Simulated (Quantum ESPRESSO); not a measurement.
Ba in Quantum ESPRESSO: the effect of functional

Ba:

```
Ba
1.0
    -2.50650    2.50650    2.50650
     2.50650   -2.50650    2.50650
     2.50650    2.50650   -2.50650
Ba
1
Direct
  0.00000 0.00000 0.00000
```

Alike in all runs:

```yaml
Program: Quantum ESPRESSO 7.5
Task: band structure
Potentials_or_basis: SG15 PBE 1.2
Cutoff: 599 eV
Density_cutoff: 2395 eV
k_mesh: 6 × 6 × 6
Occupations: fermi-dirac, width 0.05 eV
Spin: no spin polarisation
```

```csv
functional,pressure (GPa)
r2SCAN,0.3
SCAN,0.2
TASK,?
```

Task: What does the run with functional TASK give?

Result: Pressure 2.6 GPa.

Caveats: the potentials were made for another functional, which shifts forces and pressure.
